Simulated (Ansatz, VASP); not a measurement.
**Two plane-wave programs on W**

```
W
1.0
     2.19388   -4.93749    0.00000
     2.19388    4.93749    0.00000
     0.00000    0.00000    3.04442
W
4
Direct
  0.63335 0.36665 0.50000
  0.13335 0.86665 0.00000
  0.36665 0.63335 0.50000
  0.86665 0.13335 0.00000
```

Alike in both runs: functional PBEsol; k mesh 12 × 12 × 16; occupations gaussian, width 0.1 eV; no spin polarisation.

Ansatz relaxed the structure, and its values are those at the end. VASP's run is a single point on that final structure, the one shown.

|  | VASP | Ansatz |
| --- | --- | --- |
| version | VASP 6.6.1 | Ansatz 0.2.0 |
| potentials or method | VASP PAW PBE potentials, release 64 (W_sv) | scalar-relativistic, plane waves, PAW |
| plane-wave cutoff (eV) | 520 | 420 |
| valence electrons in the cell | 56 | 56 |

Ansatz gave:

| Property | Result |
| --- | --- |
| gap on the k mesh at the Fermi level (eV) | none |
| pressure (GPa) | 0.0 |

**Question.** Which values does VASP return?

**Answer.** gap on the k mesh at the Fermi level (eV): none; pressure (GPa): 0.7.

A gap of «none» marks a metal or a gap that the smearing closes. With one functional, cell and mesh, what is left measures potentials, basis and numerics. Ansatz warned: «structure_snapped_to_symmetry».

Caveats: the PAW data sets were made with another functional, which shifts forces and pressure a little (VASP). Spin-orbit coupling is left out, which matters for the levels of W.
